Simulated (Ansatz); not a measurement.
# CoSi2 (Fm-3m) in Ansatz: a series of runs, part 2 of 2

Ansatz 0.2.0.

## Step 3: Single point, PBE, collinear spin, ferromagnetic start

Input file input.yaml:

```yaml
crystal:
  lattice:
    - [0.0, 2.678, 2.678]
    - [2.678, 0.0, 2.678]
    - [2.678, 2.678, 0.0]
  atoms:
    - { symbol: Co, position: [0.0, 0.0, 0.0], spin: 2.0 }
    - { symbol: Si, position: [0.75, 0.75, 0.75] }
    - { symbol: Si, position: [0.25, 0.25, 0.25] }
hamiltonian:
  xc: pbe
  pseudopotentials: { kind: paw }
magnetization:
  spin_polarized: true
kpoints:
  mp_grid: { grid: [9, 9, 9] }
scf:
  occupations: { method: gaussian, width: 0.012 }
output:
  forces: true
  stress: true
  eigenvalues: true
```

Potentials or basis: Ansatz PAW.

Started as:

```sh
> ansatz run input.yaml --threads 2 --pin off --max-ram 5632MiB --backend cpu --events-out ev --progress --plain --runs-dir out
```

The program printed:

```text
Warning: RAYON_NUM_THREADS=2 ignored (pool sized by the plan → 2); use --threads N
Engine: ansatz 0.2.0, x86_64-unknown-linux-gnu
Pseudopotentials: kind: paw
Pseudopotential: Co, paw, valence charge 17, recommended cutoff 420 eV (normal), Co.paw.azcp
Pseudopotential: Si, paw, valence charge 4, recommended cutoff 420 eV (normal), Si.paw.azcp
Functional definition: PBE
  parameter kappa = 0.804
  parameter beta = 0.06672455060314922
  exchange = pbe_x(kappa = kappa, mu = beta*pi^2/3)
  correlation = pbe_c(beta = beta)
Crystal: 3 atoms, lattice volume = 38.412 Å³
Basis set: ecut = 420 eV, 749 PW (Γ), exchange–correlation on 54×54×54 points (8 copies of the dense FFT grid, shifted against one another)
Bands: 18, of which v1, the nominal top of the filled ones, is band 13 counted from 1 (12 counted from 0)
Symmetry: 48 space group operations
Space group: Fm-3m (ITA 225), of the structure as read, at distance tolerance 3.4e-5 Å
Magnetic group: BNS 225.116 (UNI 1618), of the structure as read, at distance tolerance 3.4e-5 Å
k-points: 35 of 729
Non-local potential: Co, projectors of the file, l = 0: 3, l = 1: 2, l = 2: 3, l = 3: 1
Non-local potential: Si, projectors of the file, l = 0: 2, l = 1: 2, l = 2: 2
PAW form: soft (Blöchl's): semilocal exchange-correlation on the pseudo side does not see the compensation charge
PAW one-centre angular grid: Co, 590 points (default); XC on 64 Gauss nodes
PAW one-centre angular grid: Si, 110 points (default); XC on 64 Gauss nodes
Initial density: superposition of atomic densities (chi_scale 0.1, normalization cell)
Starting moments: Σ|m| = 2 μB on 1 of 3 sites
Initial wavefunctions: pseudopotential atomic-orbital guess
Functional: x = pbe(κ = 0.804, μ = 0.2195149727645171), c = pbe(β = 0.06672455060314922)
SCF iter   1: F=—  HF=-6398.158025 eV  |F-HF|=—  |Δ(HF+E_count)|=         —  Δρ=1.49e-1 (↑1.49e-1 ↓9.00e-2)  dr2=1.49e0  dr2_m=4.77e0  M=0.374 μB ∫|m|=0.454 μB  β_m=0.30  ethr=3.10e-3  ⟨swp⟩=6.1  Hψ=6407  notcnv=0
Mixer restart at iter 1: flushing history
preconditioner: auto → none  [insulator: Δε(μ)=0.018 eV  Ē_g=8.776 eV  σ=0.012 eV  W_gap=0.68  n_scr=14 (ndim 8)  ℏωp=24.7 eV  f_vac=0.000  D(μ)=3.14/eV (n_scr^D=26)  ε∞_Penn≈8.9]
SCF iter   2: F=—  HF=-6397.438700 eV  |F-HF|=—  |Δ(HF+E_count)|=   7.19e-1  Δρ=1.20e-1 (↑7.54e-2 ↓1.20e-1)  dr2=1.36e0  dr2_m=3.29e0  M=0.145 μB ∫|m|=0.261 μB  β_m=0.60  ethr=3.10e-3  ⟨swp⟩=2.4  Hψ=2724  notcnv=0  defer=93
preconditioner: auto → Kerker (q_TF=auto, 2.540 Å⁻¹)  [metal: Δε(μ)=0.011 eV  Ē_g=8.739 eV  σ=0.012 eV  W_gap=0.42  n_scr=14 (ndim 8)  ℏωp=24.7 eV  f_vac=0.000  D(μ)=3.26/eV (n_scr^D=50)]
spin=Collinear: Kerker preconditioning applied to the charge; magnetization (m = ρ↑ − ρ↓) channel mixes plain (no charge-response kernel on spin).
SCF iter   3: F=—  HF=-6399.009398 eV  |F-HF|=—  |Δ(HF+E_count)|=    1.57e0  Δρ=4.95e-2 (↑4.95e-2 ↓4.85e-2)  dr2=4.02e-1  dr2_m=7.86e-1  M=0.081 μB ∫|m|=0.138 μB  β_m=0.80  ethr=3.10e-3  ⟨swp⟩=3.1  Hψ=2429  notcnv=0  defer=96
SCF iter   4: F=—  HF=-6399.210557 eV  |F-HF|=—  |Δ(HF+E_count)|=   2.01e-1  Δρ=1.51e-2 (↑1.51e-2 ↓1.30e-2)  dr2=3.14e-1  dr2_m=6.19e-4  M=-0.009 μB ∫|m|=0.009 μB  β_m=0.77  ethr=1.61e-3  ⟨swp⟩=2.8  Hψ=2758  notcnv=0  defer=92
SCF iter   5: F=—  HF=-6399.163272 eV  |F-HF|=—  |Δ(HF+E_count)|=   4.73e-2  Δρ=1.13e-2 (↑1.13e-2 ↓8.55e-3)  dr2=7.89e-2  dr2_m=7.74e-4  M=0.009 μB ∫|m|=0.010 μB  β_m=0.88  ethr=1.26e-3  ⟨swp⟩=2.1  Hψ=1946  notcnv=0  defer=92
SCF iter   6: F=—  HF=-6399.169291 eV  |F-HF|=—  |Δ(HF+E_count)|=   6.02e-3  Δρ=7.31e-3 (↑4.56e-3 ↓7.31e-3)  dr2=3.36e-2  dr2_m=8.76e-4  M=-0.010 μB ∫|m|=0.012 μB  β_m=0.94  ethr=3.16e-4  ⟨swp⟩=2.0  Hψ=2052  notcnv=0  defer=96
SCF iter   7: F=—  HF=-6399.169820 eV  |F-HF|=—  |Δ(HF+E_count)|=   5.29e-4  Δρ=1.65e-3 (↑7.52e-4 ↓1.65e-3)  dr2=3.81e-4  dr2_m=4.71e-4  M=-0.010 μB ∫|m|=0.010 μB  β_m=0.97  ethr=1.34e-4  ⟨swp⟩=2.0  Hψ=1848  notcnv=0  defer=97
SCF iter   8: F=—  HF=-6399.169968 eV  |F-HF|=—  |Δ(HF+E_count)|=   1.49e-4  Δρ=7.93e-4 (↑7.93e-4 ↓4.69e-4)  dr2=4.68e-4  dr2_m=1.04e-5  M=-0.004 μB ∫|m|=0.004 μB  β_m=0.99  ethr=1.53e-6  ⟨swp⟩=2.0  Hψ=2410  notcnv=0  defer=97
SCF iter   9: F=—  HF=-6399.169970 eV  |F-HF|=—  |Δ(HF+E_count)|=   1.48e-6  Δρ=9.85e-5 (↑9.85e-5 ↓4.81e-5)  dr2=8.39e-6  dr2_m=2.98e-7  M=-0.001 μB ∫|m|=0.001 μB  β_m=0.99  ethr=1.53e-6  ⟨swp⟩=2.0  Hψ=1752  notcnv=0  defer=97
SCF iter  10: F=—  HF=-6399.169968 eV  |F-HF|=—  |Δ(HF+E_count)|=   1.52e-6  Δρ=8.63e-6 (↑8.38e-6 ↓8.63e-6)  dr2=1.07e-7  dr2_m=1.34e-10  M=0.000 μB ∫|m|=0.000 μB  β_m=1.00  ethr=3.36e-8  ⟨swp⟩=2.2  Hψ=1717  notcnv=0  defer=97
SCF iter  11: F=—  HF=-6399.169968 eV  |F-HF|=—  |Δ(HF+E_count)|=   4.61e-8  Δρ=8.29e-6 (↑8.29e-6 ↓7.25e-6)  dr2=6.03e-8  dr2_m=1.06e-10  M=0.000 μB ∫|m|=0.000 μB  β_m=0.90  ethr=4.26e-10  ⟨swp⟩=2.3  Hψ=1842  notcnv=0  defer=97
SCF iter  12: F=—  HF=-6399.169968 eV  |F-HF|=—  |Δ(HF+E_count)|=   4.92e-9  Δρ=1.88e-6 (↑1.16e-6 ↓1.88e-6)  dr2=3.14e-9  dr2_m=5.49e-11  M=0.000 μB ∫|m|=0.000 μB  β_m=0.95  ethr=2.41e-10  ⟨swp⟩=7.2  Hψ=5549  notcnv=0
SCF iter  13: F=-6399.169968 eV  HF=-6399.169968 eV  |F-HF|=1.08e-9  |Δ(HF+E_count)|=  4.00e-11  Δρ=1.10e-6 (↑8.59e-7 ↓1.10e-6)  dr2=1.23e-9  dr2_m=6.07e-12  M=0.000 μB ∫|m|=0.000 μB  ethr=1.26e-11  ⟨swp⟩=2.0  Hψ=2395  notcnv=0
SCF 1 converged in 13 iterations: F = -6399.169968 eV  dr2 = 1.23e-9
WARN: the starting moments were not kept: the SCF closed with an absolute magnetisation of 5.3e-6 μB, where they sum to 2 μB in size (1 site). That is at most 0.1 of that sum. Measured as dr2_m measures the in/out step, that magnetisation stands 4.5e-11 eV from none, at or under the dr2_threshold of 1.0e-7 eV: it is no larger than a step whose dr2_m would equal this threshold. The system may hold no moment; this SCF shows only that its start led to no more than that. To try another start: raise the starting moments (crystal.atoms[].spin, magnetization.per_species, magnetization.initial_magnetization, or on a non-collinear deck that types none of these the spinor_matrix: blocks that start its atoms; where the total moment is fixed, keep their sum and leave initial_magnetization as it is; typed ones take the place of any that the run laid by itself, positive ones on a crystal's lanthanoids without a Hubbard term where scf.initial_density.shell_occupations: [] is typed) or, if the notice of its spin-set hold's release reads "site moments contracting" or "site moments show no strong build", lengthen the hold (scf.mixing.spin_hold: { on: { confirm: 4 } }; for m-r²SCAN on two components see the key's manual first). Each may lead to a state that holds a moment. A second SCF, from the converged charge density, with the starting moments and any scf.initial_density.shell_occupations laid on it anew, would have followed, and was not run: the deck does not ask for one (magnetization.retry_lost_moments is false, the default). To let it run, set magnetization.retry_lost_moments: true and run the deck again, where that key's refused combinations let it; where memory then withholds it, that run's warning says so.
SCF converged after 13 iterations
Magnetization: 0.0000 μB (12.5000 up, 12.5000 down)
Absolute magnetization: 0.0000 μB (∫|ρ↑−ρ↓|, with the PAW one-centre terms)
Spin contamination: 0.0000 ħ² per cell (⟨S²⟩ above its minimum at these occupations)
Per-site moments (μB) at R_I (Å): [(4.1569353324962535e-6, 0.9566766129255746), (1.9042820440155843e-7, 0.9566766129255746), (1.9042820436636988e-7, 0.9566766129255748)]
Free energy (F): -6399.169968 eV
Harris-Foulkes:  -6399.169968 eV  (|F-HF|=1.08e-9)
Internal energy: -6399.169799 eV  (E = F + TS)
E sigma→0 (E₀):  -6399.169884 eV
Entropy (-TS):   -0.000170 eV (-0.057 meV/atom)
Fermi energy:    12.848584 eV
--- Per-component energies (eV) ---
  E_band       = -283.977434
  E_kinetic    = 547.572417
  E_local      = -4096.404679  (includes V_loc(G=0)·N_el)
  E_nonlocal   = 501.312235
  E_hartree    = 1782.438075
  E_xc         = -274.113018
  E_vxc        = -305.270586  (∫ρ·V_xc dr)
  E_paw        = -2541.488546  (= ΣΔE_a)
  E_vpaw       = -496.060180  (= ΣTr[D̂ρ^β])
  E_aug_tail   = 0.000153  (compensation charges beyond the density's cutoff)
  E_ewald      = -2318.486437
  E_smearing   = -0.000170  (= −TS)
  E_closure    = 0.000000  (closes the sum)
  Σ components = -6399.169968   (vs F -6399.169968, Δ=0.00e0)
--- Forces (eV/Å), atoms counted from 1 ---
  atom   1  Co    -0.00000000     0.00000000    -0.00000000
  atom   2  Si    -0.00000000     0.00000000    -0.00000000
  atom   3  Si     0.00000000    -0.00000000     0.00000000
  max |Σ_I F_I| component: 3.24e-17 eV/Å
--- Stress (GPa, compression-positive) ---
        0.499909      -0.000000      -0.000000
        0.000000       0.499909       0.000000
        0.000000       0.000000       0.499909
  P = ⅓ Tr σ = 0.4999 GPa (4.999 kbar)
--- Band table (eV; the first three rows and the last of 70) ---
  k-point 0 ↑: bands = ["-81.8552", "-45.1709", "-45.1709", "-45.1709", "-0.2555", "8.8043", "8.8043", "8.8043", "10.9887", "10.9887", "13.6396", "16.3096", "16.3096", "16.3096", "16.3251", "16.3251", "16.3251", "18.5434"]
  k-point 1 ↑: bands = ["-81.8552", "-45.1712", "-45.1709", "-45.1709", "-0.0679", "8.3471", "8.8704", "8.8704", "10.9345", "10.9345", "13.6602", "14.6214", "15.3233", "15.3233", "17.2766", "17.2766", "18.1289", "18.1289"]
  k-point 2 ↑: bands = ["-81.8552", "-45.1719", "-45.1710", "-45.1710", "0.4882", "7.2056", "9.0378", "9.0378", "10.8495", "10.8495", "12.3519", "14.3321", "14.3321", "14.9888", "16.9409", "16.9409", "17.6141", "19.1444"]
  k-point 34 ↓: bands = ["-81.8551", "-45.1727", "-45.1724", "-45.1717", "4.2083", "5.0177", "7.0329", "7.1754", "10.3878", "10.6467", "11.0524", "11.4912", "12.2230", "16.1069", "16.7763", "18.4970", "20.1632", "21.9351"]
```

Run time: 1.9 s. Hardware: 2 threads of Intel Xeon Platinum 8488C (Sapphire Rapids), shared host; peak memory 0.4 GiB.

What came out:

```yaml
Free_energy: -6399.1700 eV
Pressure: 0.5 GPa
Band_gap_on_the_k_mesh: none (metal or under the smearing width)
Net_moment: 0.00 μB per cell
Absolute_moment: 0.00 μB per cell
```

Levels at points of the mesh, in eV from the Fermi level:
Spin up:
| k point | band 11 | band 12 | band 13 | band 14 | band 15 | band 16 |
| --- | --- | --- | --- | --- | --- | --- |
| (0.00, 0.00, 0.00) | 0.79 | 3.46 | 3.46 | 3.46 | 3.48 | 3.48 |
Spin down:
```tsv
k point	band 11	band 12	band 13	band 14	band 15	band 16
(0.00, 0.00, 0.00)	0.79	3.46	3.46	3.46	3.48	3.48
```

Caveat: the starting moments collapsed, and a magnetic state may lie lower; the starting moments weren't kept.

## Step 4: Single point, PBE, collinear spin, ferromagnetic start

Edit input.yaml of step 3 so:

```diff
@@ -17,3 +17,3 @@
 scf:
-  occupations: { method: gaussian, width: 0.012 }
+  occupations: { method: gaussian, width: 0.013 }
 output:
```

Potentials or basis: Ansatz PAW.

Started as:

```sh
> ansatz run input.yaml --threads 2 --pin off --max-ram 5632MiB --backend cpu --events-out ev --progress --plain --runs-dir out
```

The program printed:

```text
Warning: RAYON_NUM_THREADS=2 ignored (pool sized by the plan → 2); use --threads N
[... 9 set-up lines as earlier in the session ...]
Crystal: 3 atoms, lattice volume = 38.412 Å³
Basis set: ecut = 420 eV, 749 PW (Γ), exchange–correlation on 54×54×54 points (8 copies of the dense FFT grid, shifted against one another)
Bands: 18, of which v1, the nominal top of the filled ones, is band 13 counted from 1 (12 counted from 0)
[... 2 set-up lines as earlier in the session ...]
Magnetic group: BNS 225.116 (UNI 1618), of the structure as read, at distance tolerance 3.4e-5 Å
k-points: 35 of 729
[... 5 set-up lines as earlier in the session ...]
[... 27 lines left out ...]
Absolute magnetization: 0.0000 μB (∫|ρ↑−ρ↓|, with the PAW one-centre terms)
Spin contamination: 0.0000 ħ² per cell (⟨S²⟩ above its minimum at these occupations)
Per-site moments (μB) at R_I (Å): [(8.263184783595732e-7, 0.9566766129255746), (3.207906922390797e-8, 0.9566766129255746), (3.207906927339655e-8, 0.9566766129255748)]
Free energy (F): -6399.169983 eV
Harris-Foulkes:  -6399.169983 eV  (|F-HF|=1.91e-11)
Internal energy: -6399.169798 eV  (E = F + TS)
E sigma→0 (E₀):  -6399.169890 eV
Entropy (-TS):   -0.000185 eV (-0.062 meV/atom)
Fermi energy:    12.849107 eV
--- Per-component energies (eV) ---
  E_band       = -283.977173
  E_kinetic    = 547.572368
  E_local      = -4096.401121  (includes V_loc(G=0)·N_el)
  E_nonlocal   = 501.311340
  E_hartree    = 1782.435030
  E_xc         = -274.113098
  E_vxc        = -305.270690  (∫ρ·V_xc dr)
  E_paw        = -2541.488033  (= ΣΔE_a)
  E_vpaw       = -496.059672  (= ΣTr[D̂ρ^β])
  E_aug_tail   = 0.000153  (compensation charges beyond the density's cutoff)
  E_ewald      = -2318.486437
  E_smearing   = -0.000185  (= −TS)
  E_closure    = 0.000000  (closes the sum)
  Σ components = -6399.169983   (vs F -6399.169983, Δ=0.00e0)
--- Forces (eV/Å), atoms counted from 1 ---
  atom   1  Co    -0.00000000     0.00000000    -0.00000000
  atom   2  Si    -0.00000000    -0.00000000     0.00000000
  atom   3  Si     0.00000000     0.00000000    -0.00000000
  max |Σ_I F_I| component: 1.85e-17 eV/Å
--- Stress (GPa, compression-positive) ---
        0.499772      -0.000000       0.000000
       -0.000000       0.499772      -0.000000
        0.000000       0.000000       0.499772
  P = ⅓ Tr σ = 0.4998 GPa (4.998 kbar)
--- Band table (eV; the first three rows and the last of 70) ---
  k-point 0 ↑: bands = ["-81.8552", "-45.1709", "-45.1709", "-45.1709", "-0.2555", "8.8044", "8.8044", "8.8044", "10.9887", "10.9887", "13.6396", "16.3096", "16.3096", "16.3096", "16.3251", "16.3251", "16.3251", "18.5434"]
  k-point 1 ↑: bands = ["-81.8551", "-45.1711", "-45.1709", "-45.1709", "-0.0679", "8.3471", "8.8705", "8.8705", "10.9345", "10.9345", "13.6602", "14.6214", "15.3233", "15.3233", "17.2766", "17.2766", "18.1289", "18.1289"]
  k-point 2 ↑: bands = ["-81.8552", "-45.1719", "-45.1710", "-45.1710", "0.4882", "7.2056", "9.0379", "9.0379", "10.8495", "10.8495", "12.3519", "14.3321", "14.3321", "14.9888", "16.9409", "16.9409", "17.6142", "19.1444"]
  k-point 34 ↓: bands = ["-81.8551", "-45.1727", "-45.1723", "-45.1717", "4.2083", "5.0177", "7.0329", "7.1754", "10.3878", "10.6467", "11.0524", "11.4912", "12.2230", "16.1069", "16.7763", "18.4970", "20.1632", "21.9351"]
```

It took 2.2 s on 2 threads of Intel Xeon Platinum 8488C (Sapphire Rapids), shared host; peak memory 0.4 GiB.

What came out:

```
Free energy            : -6399.1700 eV
Pressure               : 0.5 GPa
Band gap on the k mesh : none (metal or under the smearing width)
Net moment             : 0.00 μB per cell
Absolute moment        : 0.00 μB per cell
```

Caveat: the starting moments collapsed, and a magnetic state may lie lower; the starting moments weren't kept.

## Step 5: Single point, PBE, collinear spin, ferromagnetic start

Edit input.yaml of step 4 so:

```diff
@@ -17,3 +17,3 @@
 scf:
-  occupations: { method: gaussian, width: 0.013 }
+  occupations: { method: gaussian, width: 0.014 }
 output:
```

Potentials or basis: Ansatz PAW.

Started as:

```sh
> ansatz run input.yaml --threads 2 --pin off --max-ram 5632MiB --backend cpu --events-out ev --progress --plain --runs-dir out
```

The program printed:

```text
Warning: RAYON_NUM_THREADS=2 ignored (pool sized by the plan → 2); use --threads N
[... 9 set-up lines as earlier in the session ...]
Crystal: 3 atoms, lattice volume = 38.412 Å³
Basis set: ecut = 420 eV, 749 PW (Γ), exchange–correlation on 54×54×54 points (8 copies of the dense FFT grid, shifted against one another)
Bands: 18, of which v1, the nominal top of the filled ones, is band 13 counted from 1 (12 counted from 0)
[... 2 set-up lines as earlier in the session ...]
Magnetic group: BNS 225.116 (UNI 1618), of the structure as read, at distance tolerance 3.4e-5 Å
k-points: 35 of 729
[... 6 set-up lines as earlier in the session ...]
Starting moments: Σ|m| = 2 μB on 1 of 3 sites
[... 2 set-up lines as earlier in the session ...]
[... 13 lines left out ...]
SCF 1 converged in 11 iterations: F = -6399.169997 eV  dr2 = 8.19e-12
WARN: the starting moments were not kept: the SCF closed with an absolute magnetisation of 4.5e-6 μB, where they sum to 2 μB in size (1 site). That is at most 0.1 of that sum. Measured as dr2_m measures the in/out step, that magnetisation stands 1.8e-11 eV from none, at or under the dr2_threshold of 1.0e-7 eV: it is no larger than a step whose dr2_m would equal this threshold. The system may hold no moment; this SCF shows only that its start led to no more than that. To try another start: raise the starting moments (crystal.atoms[].spin, magnetization.per_species, magnetization.initial_magnetization, or on a non-collinear deck that types none of these the spinor_matrix: blocks that start its atoms; where the total moment is fixed, keep their sum and leave initial_magnetization as it is; typed ones take the place of any that the run laid by itself, positive ones on a crystal's lanthanoids without a Hubbard term where scf.initial_density.shell_occupations: [] is typed) or, if the notice of its spin-set hold's release reads "site moments contracting" or "site moments show no strong build", lengthen the hold (scf.mixing.spin_hold: { on: { confirm: 4 } }; for m-r²SCAN on two components see the key's manual first). Each may lead to a state that holds a moment. A second SCF, from the converged charge density, with the starting moments and any scf.initial_density.shell_occupations laid on it anew, would have followed, and was not run: the deck does not ask for one (magnetization.retry_lost_moments is false, the default). To let it run, set magnetization.retry_lost_moments: true and run the deck again, where that key's refused combinations let it; where memory then withholds it, that run's warning says so.
SCF converged after 11 iterations
Magnetization: 0.0000 μB (12.5000 up, 12.5000 down)
Absolute magnetization: 0.0000 μB (∫|ρ↑−ρ↓|, with the PAW one-centre terms)
Spin contamination: 0.0000 ħ² per cell (⟨S²⟩ above its minimum at these occupations)
Per-site moments (μB) at R_I (Å): [(2.9177171823699407e-6, 0.9566766129255746), (2.2312841281086347e-7, 0.9566766129255746), (2.2312841281130449e-7, 0.9566766129255748)]
Free energy (F): -6399.169997 eV
Harris-Foulkes:  -6399.169997 eV  (|F-HF|=9.09e-13)
Internal energy: -6399.169796 eV  (E = F + TS)
E sigma→0 (E₀):  -6399.169896 eV
Entropy (-TS):   -0.000201 eV (-0.067 meV/atom)
Fermi energy:    12.849597 eV
--- Per-component energies (eV) ---
  E_band       = -283.977432
  E_kinetic    = 547.572337
  E_local      = -4096.401422  (includes V_loc(G=0)·N_el)
  E_nonlocal   = 501.311407
  E_hartree    = 1782.435307
  E_xc         = -274.113076
  E_vxc        = -305.270664  (∫ρ·V_xc dr)
  E_paw        = -2541.488066  (= ΣΔE_a)
  E_vpaw       = -496.059630  (= ΣTr[D̂ρ^β])
  E_aug_tail   = 0.000153  (compensation charges beyond the density's cutoff)
  E_ewald      = -2318.486437
  E_smearing   = -0.000201  (= −TS)
  E_closure    = -0.000000  (closes the sum)
  Σ components = -6399.169997   (vs F -6399.169997, Δ=0.00e0)
--- Forces (eV/Å), atoms counted from 1 ---
  atom   1  Co    -0.00000000     0.00000000    -0.00000000
  atom   2  Si    -0.00000000    -0.00000000     0.00000000
  atom   3  Si     0.00000000     0.00000000     0.00000000
  max |Σ_I F_I| component: 3.70e-17 eV/Å
--- Stress (GPa, compression-positive) ---
        0.499711      -0.000000      -0.000000
       -0.000000       0.499711       0.000000
        0.000000       0.000000       0.499711
  P = ⅓ Tr σ = 0.4997 GPa (4.997 kbar)
--- Band table (eV; the first three rows and the last of 70) ---
  k-point 0 ↑: bands = ["-81.8552", "-45.1709", "-45.1709", "-45.1709", "-0.2555", "8.8043", "8.8043", "8.8043", "10.9887", "10.9887", "13.6396", "16.3096", "16.3096", "16.3096", "16.3251", "16.3251", "16.3251", "18.5434"]
  k-point 1 ↑: bands = ["-81.8552", "-45.1712", "-45.1709", "-45.1709", "-0.0679", "8.3471", "8.8704", "8.8704", "10.9345", "10.9345", "13.6602", "14.6214", "15.3233", "15.3233", "17.2766", "17.2766", "18.1289", "18.1289"]
  k-point 2 ↑: bands = ["-81.8552", "-45.1719", "-45.1710", "-45.1710", "0.4882", "7.2056", "9.0378", "9.0378", "10.8495", "10.8495", "12.3519", "14.3321", "14.3321", "14.9888", "16.9409", "16.9409", "17.6142", "19.1444"]
  k-point 34 ↓: bands = ["-81.8551", "-45.1727", "-45.1724", "-45.1717", "4.2083", "5.0177", "7.0329", "7.1754", "10.3878", "10.6467", "11.0524", "11.4912", "12.2230", "16.1069", "16.7763", "18.4970", "20.1632", "21.9351"]
```

It took 2.1 s on 2 threads of Intel Xeon Platinum 8488C (Sapphire Rapids), shared host; peak memory 0.4 GiB.

Results:

- Free energy: -6399.1700 eV
- Pressure: 0.5 GPa
- Band gap on the k mesh: none (metal or under the smearing width)
- Net moment: 0.00 μB per cell
- Absolute moment: 0.00 μB per cell

Caveat: the starting moments collapsed, and a magnetic state may lie lower; the starting moments weren't kept.
